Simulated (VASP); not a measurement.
# ZnS (Wurtzite-2H) (P6_3mc) in VASP: a series of runs, part 2 of 3

VASP 6.6.1. The steps go on from the part before.

## 4. Band structure, LDA

Input file INCAR:

```
ALGO     = Normal         # electronic algorithm
EDIFF    = 1E-6           # SCF threshold, eV
ENCUT    = 520            # plane-wave cutoff, eV
ISIF     = 2              # what is computed and relaxed
ISMEAR   = -1             # smearing method
LASPH    = True           # aspherical terms in the spheres
LCHARG   = False          # write CHGCAR
LREAL    = False          # projectors in reciprocal space
LWAVE    = False          # write WAVECAR
NBANDS   = 26             # bands
NELM     = 80             # most SCF steps
PREC     = Accurate       # precision mode
SIGMA    = 0.05           # smearing width, eV
```

Input file KPOINTS:

```
k-points
0
Gamma
  8 8 5
```

Input file POSCAR:

```
ZnS
1.0
    3.8110000000      0.0000000000      0.0000000000
   -1.9055000000      3.3004228138      0.0000000000
    0.0000000000      0.0000000000      6.2340000000
Zn S
2 2
Direct
    0.6666666667      0.3333333333      0.5000000000
    0.3333333333      0.6666666667      0.0000000000
    0.6666666667      0.3333333333      0.8850000000
    0.3333333333      0.6666666667      0.3850000000
```

Input file KPOINTS_OPT:

```
path GMKGALHA,LM,KH
15
line-mode
reciprocal
 0.0000000000  0.0000000000  0.0000000000  G
 0.5000000000  0.0000000000  0.0000000000  M

 0.5000000000  0.0000000000  0.0000000000  M
 0.3333333333  0.3333333333  0.0000000000  K

 0.3333333333  0.3333333333  0.0000000000  K
 0.0000000000  0.0000000000  0.0000000000  G

 0.0000000000  0.0000000000  0.0000000000  G
 0.0000000000  0.0000000000  0.5000000000  A

 0.0000000000  0.0000000000  0.5000000000  A
 0.5000000000  0.0000000000  0.5000000000  L

 0.5000000000  0.0000000000  0.5000000000  L
 0.3333333333  0.3333333333  0.5000000000  H

 0.3333333333  0.3333333333  0.5000000000  H
 0.0000000000  0.0000000000  0.5000000000  A

 0.5000000000  0.0000000000  0.5000000000  L
 0.5000000000  0.0000000000  0.0000000000  M

 0.3333333333  0.3333333333  0.0000000000  K
 0.3333333333  0.3333333333  0.5000000000  H
```

Potentials or basis: VASP PAW LDA potentials, release 64 (Zn, S).

On the command line:

```sh
> cat potpaw_LDA.64/Zn/POTCAR potpaw_LDA.64/S/POTCAR > POTCAR
> mpirun -np 1 vasp_std > vasp.out
```

OUTCAR:

```text
EDIFF = 1E-6
   ENCUT = 520
   ISIF = 2
   ISMEAR = -1
   LASPH = True
   LREAL = False
   NELM = 80
   PREC = Accurate

 ion  position               nearest neighbor table
   1  0.667  0.333  0.500-   4 2.31   4 2.31   4 2.31   3 2.40
   2  0.333  0.667  0.000-   3 2.31   3 2.31   3 2.31   4 2.40
   3  0.667  0.333  0.885-   2 2.31   2 2.31   2 2.31   1 2.40
   4  0.333  0.667  0.385-   1 2.31   1 2.31   1 2.31   2 2.40

  LATTYP: Found a hexagonal cell.
 ALAT       =     3.8110000000
 C/A-ratio  =     1.6357911309

  Lattice vectors:
[... 1070 lines left out ...]
  Direction    XX          YY          ZZ          XY          YZ          ZX
  --------------------------------------------------------------------------------------
  -------------------------------------------------------------------------------------
  Total       -1.5483539     -1.5483539     -2.3018739      0.0000000     -0.0000000      0.0000000
  in kB      -31.6377431    -31.6377431    -47.0345268      0.0000000     -0.0000000      0.0000000
  external PRESSURE =     -36.7700043 kB  Pullay stress =       0.0000000 kB

 VOLUME and BASIS-vectors are now :
 -----------------------------------------------------------------------------
  energy-cutoff  :      520.00
  volume of cell :       78.41
      direct lattice vectors                 reciprocal lattice vectors
     3.811000000  0.000000000  0.000000000     0.262398321  0.151495741  0.000000000
    -1.905500000  3.300422814  0.000000000     0.000000000  0.302991482  0.000000000
     0.000000000  0.000000000  6.234000000     0.000000000  0.000000000  0.160410651

 POSITION                                       TOTAL-FORCE (eV/Angst)
 -----------------------------------------------------------------------------------
      1.90550      1.10014      3.11700         0.000000     -0.000000      0.297829
     -0.00000      2.20028      0.00000        -0.000000      0.000000      0.297829
      1.90550      1.10014      5.51709        -0.000000     -0.000000     -0.297829
     -0.00000      2.20028      2.40009        -0.000000     -0.000000     -0.297829
 -----------------------------------------------------------------------------------
    total drift:                               -0.000000     -0.000000      0.000208

  FREE ENERGIE OF THE ION-ELECTRON SYSTEM (eV)
  ---------------------------------------------------
  free  energy   TOTEN  =       -16.3352868957 eV

  energy  without entropy=      -16.3352868956  energy(sigma->0) =      -16.33528690
```

stdout:

```text
POSCAR found type information on POSCAR ZnS
 POSCAR found :  2 types and       4 ions
 scaLAPACK will be used
 LDA part: xc-table for (Slater(with rela. corr.)+CA(PZ))
 , standard interpolation
 POSCAR, INCAR and KPOINTS ok, starting setup
 FFT: planning ... GRIDC
 FFT: planning ... GRID_SOFT
 FFT: planning ... GRID
 WAVECAR not read
 entering main loop
 Start KPOINTS_OPT (optional k-point list driver)
k-point batch [1-30\135]
k-point batch [31-60\135]
k-point batch [61-90\135]
k-point batch [91-120\135]
k-point batch [121-135\135]
```

It took 2 min on 1 thread of Intel Xeon Platinum 8488C (Sapphire Rapids), shared host; peak memory 0.22 GiB.

What came out:

```
Free energy             : -16.3353 eV
Pressure                : -3.7 GPa
Largest force           : 0.298 eV/Å
Band gap on the k mesh  : 2.02 eV, direct
Band gap along the path : 2.02 eV, direct
```

Forces on the atoms (eV/Å):
```
Zn   0.000  0.000  0.298
Zn   0.000  0.000  0.298
S    0.000  0.000 -0.298
S    0.000  0.000 -0.298
```

Levels at the corners of the path, in eV from the valence-band top:
| point | band 15 | band 16 | band 17 | band 18 | band 19 | band 20 | band 21 | band 22 |
| --- | --- | --- | --- | --- | --- | --- | --- | --- |
| Γ | -0.88 | -0.02 | -0.02 | 0.00 | 2.02 | 2.80 | 6.15 | 6.15 |
| M | -3.22 | -2.28 | -1.61 | -1.00 | 3.42 | 4.10 | 5.00 | 7.01 |
| M | -3.22 | -2.28 | -1.61 | -1.00 | 3.42 | 4.10 | 5.00 | 7.01 |
| K | -3.95 | -2.26 | -2.26 | -2.26 | 4.25 | 5.81 | 5.81 | 7.67 |
| K | -3.95 | -2.26 | -2.26 | -2.26 | 4.25 | 5.81 | 5.81 | 7.67 |
| Γ | -0.88 | -0.02 | -0.02 | 0.00 | 2.02 | 2.80 | 6.15 | 6.15 |
| Γ | -0.88 | -0.02 | -0.02 | 0.00 | 2.02 | 2.80 | 6.15 | 6.15 |
| A | -0.47 | -0.47 | -0.47 | -0.47 | 3.32 | 3.32 | 6.59 | 6.59 |
| A | -0.47 | -0.47 | -0.47 | -0.47 | 3.32 | 3.32 | 6.59 | 6.59 |
| L | -1.69 | -1.69 | -1.56 | -1.56 | 3.41 | 3.41 | 4.98 | 4.98 |
| L | -1.69 | -1.69 | -1.56 | -1.56 | 3.41 | 3.41 | 4.98 | 4.98 |
| H | -3.18 | -3.18 | -1.27 | -1.27 | 4.37 | 4.37 | 6.28 | 6.28 |
| H | -3.18 | -3.18 | -1.27 | -1.27 | 4.37 | 4.37 | 6.28 | 6.28 |
| A | -0.47 | -0.47 | -0.47 | -0.47 | 3.32 | 3.32 | 6.59 | 6.59 |
| L | -1.69 | -1.69 | -1.56 | -1.56 | 3.41 | 3.41 | 4.98 | 4.98 |
| M | -3.22 | -2.28 | -1.61 | -1.00 | 3.42 | 4.10 | 5.00 | 7.01 |
| K | -3.95 | -2.26 | -2.26 | -2.26 | 4.25 | 5.81 | 5.81 | 7.67 |
| H | -3.18 | -3.18 | -1.27 | -1.27 | 4.37 | 4.37 | 6.28 | 6.28 |

## 5. Band structure, PBEsol

POSCAR is that of step 4.

Input file INCAR.step1:

```
SYSTEM = ZnS
  PREC = Accurate
  ENCUT = 520
  EDIFF = 1E-6
  ISMEAR = -1
  SIGMA = 0.05
  LREAL = .False.
  LASPH = .True.
  NELM = 60
  ALGO = Fast
  ISIF = 2
  LWAVE = .False.
  LCHARG = .True.
  GGA = PS
  NBANDS = 26
```

Input file KPOINTS.step1:

```
regular mesh
0
Gamma
  8 8 5
  0 0 0
```

Input file INCAR.step2:

```
SYSTEM = ZnS
  PREC = Accurate
  ENCUT = 520
  EDIFF = 1E-6
  ISMEAR = 0
  SIGMA = 0.05
  LREAL = .False.
  LASPH = .True.
  NELM = 60
  ALGO = Fast
  ISIF = 2
  LWAVE = .False.
  LCHARG = .False.
  GGA = PS
  NBANDS = 26
  ICHARG = 11
```

Input file KPOINTS.step2:

```
path GMKGALHA,LM,KH
15
line-mode
reciprocal
 0.0000000000  0.0000000000  0.0000000000  G
 0.5000000000  0.0000000000  0.0000000000  M

 0.5000000000  0.0000000000  0.0000000000  M
 0.3333333333  0.3333333333  0.0000000000  K

 0.3333333333  0.3333333333  0.0000000000  K
 0.0000000000  0.0000000000  0.0000000000  G

 0.0000000000  0.0000000000  0.0000000000  G
 0.0000000000  0.0000000000  0.5000000000  A

 0.0000000000  0.0000000000  0.5000000000  A
 0.5000000000  0.0000000000  0.5000000000  L

 0.5000000000  0.0000000000  0.5000000000  L
 0.3333333333  0.3333333333  0.5000000000  H

 0.3333333333  0.3333333333  0.5000000000  H
 0.0000000000  0.0000000000  0.5000000000  A

 0.5000000000  0.0000000000  0.5000000000  L
 0.5000000000  0.0000000000  0.0000000000  M

 0.3333333333  0.3333333333  0.0000000000  K
 0.3333333333  0.3333333333  0.5000000000  H
```

Potentials or basis: VASP PAW PBE potentials, release 64 (Zn, S).

On the command line:

```sh
> cat potpaw_PBE.64/Zn/POTCAR potpaw_PBE.64/S/POTCAR > POTCAR
> cp INCAR.step1 INCAR
> cp KPOINTS.step1 KPOINTS
> mpirun -np 1 vasp_std > vasp.out
> cp INCAR.step2 INCAR
> cp KPOINTS.step2 KPOINTS
> mpirun -np 1 vasp_std > vasp.out
```

It took 2.7 min on 1 thread of Intel Xeon Platinum 8488C (Sapphire Rapids), shared host; peak memory 0.33 GiB.

The run converged. Its results:

| Quantity | Value |
| --- | --- |
| Band gap on the k mesh | 2.12 eV, direct |
| Band gap along the path | 2.12 eV, direct |

Levels at the corners of the path, in eV from the valence-band top:
```tsv
point	band 14	band 15	band 16	band 17	band 18	band 19	band 20	band 21	band 22	band 23
Γ	-0.87	-0.87	-0.01	-0.01	0.00	2.12	2.88	6.21	6.21	6.52
M	-4.26	-3.21	-2.28	-1.60	-0.99	3.49	4.17	5.05	7.05	7.33
M	-4.26	-3.21	-2.28	-1.60	-0.99	3.49	4.17	5.05	7.05	7.33
K	-4.41	-3.94	-2.25	-2.25	-2.25	4.31	5.88	5.88	7.74	7.83
K	-4.41	-3.94	-2.25	-2.25	-2.25	4.31	5.88	5.88	7.74	7.83
Γ	-0.87	-0.87	-0.01	-0.01	0.00	2.12	2.88	6.21	6.21	6.52
Γ	-0.87	-0.87	-0.01	-0.01	0.00	2.12	2.88	6.21	6.21	6.52
A	-2.81	-0.46	-0.46	-0.46	-0.46	3.40	3.40	6.64	6.64	6.64
A	-2.81	-0.46	-0.46	-0.46	-0.46	3.40	3.40	6.64	6.64	6.64
L	-4.95	-1.68	-1.68	-1.55	-1.55	3.48	3.48	5.04	5.04	8.92
L	-4.95	-1.68	-1.68	-1.55	-1.55	3.48	3.48	5.04	5.04	8.92
H	-4.83	-3.17	-3.17	-1.27	-1.27	4.43	4.43	6.34	6.34	7.25
H	-4.83	-3.17	-3.17	-1.27	-1.27	4.43	4.43	6.34	6.34	7.25
A	-2.81	-0.46	-0.46	-0.46	-0.46	3.40	3.40	6.64	6.64	6.64
L	-4.95	-1.68	-1.68	-1.55	-1.55	3.48	3.48	5.04	5.04	8.92
M	-4.26	-3.21	-2.28	-1.60	-0.99	3.49	4.17	5.05	7.05	7.33
K	-4.41	-3.94	-2.25	-2.25	-2.25	4.31	5.88	5.88	7.74	7.83
H	-4.83	-3.17	-3.17	-1.27	-1.27	4.43	4.43	6.34	6.34	7.25
```

Caveat: the log is that of the step along the path at fixed density, whose energy, stress, charges and moments have no meaning; the PAW data sets were made with another functional, which shifts forces and pressure a little.

[end of part 2 of 3]
